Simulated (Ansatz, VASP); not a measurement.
**Two plane-wave programs on Cr**

```
Cr
1.0
     2.81429    0.00000    0.00000
     0.00000    2.81429    0.00000
     0.00000    0.00000    2.81429
Cr
2
Direct
  0.00000 0.00000 0.00000
  0.50000 0.50000 0.50000
```

Alike in both runs: task single point; functional PBEsol; k mesh 14 × 14 × 14; occupations gaussian, width 0.1 eV; no spin polarisation.

|  | VASP | Ansatz |
| --- | --- | --- |
| version | VASP 6.6.1 | Ansatz 0.2.0 |
| potentials or method | VASP PAW PBE potentials, release 64 (Cr_pv) | scalar-relativistic, plane waves, PAW |
| plane-wave cutoff (eV) | 520 | 420 |
| valence electrons in the cell | 24 | 28 |

Ansatz gave:

```
gap on the k mesh at the Fermi level (eV) : none
pressure (GPa)                            : 0.0
```

Q: What did VASP give for the same quantities?

A: gap on the k mesh at the Fermi level (eV): none; pressure (GPa): -0.5.

A gap of «none» marks a metal or a gap that the smearing closes. With one functional, cell and mesh, what is left measures potentials, basis and numerics. The two sets of potentials don't hold the same shells in valence.

Caveats: the PAW data sets were made with another functional, which shifts forces and pressure a little (VASP); the run has no spin polarisation, though such a crystal can be magnetic. Spin polarisation is off, so any magnetic state and its effect on volume and gap are missing.
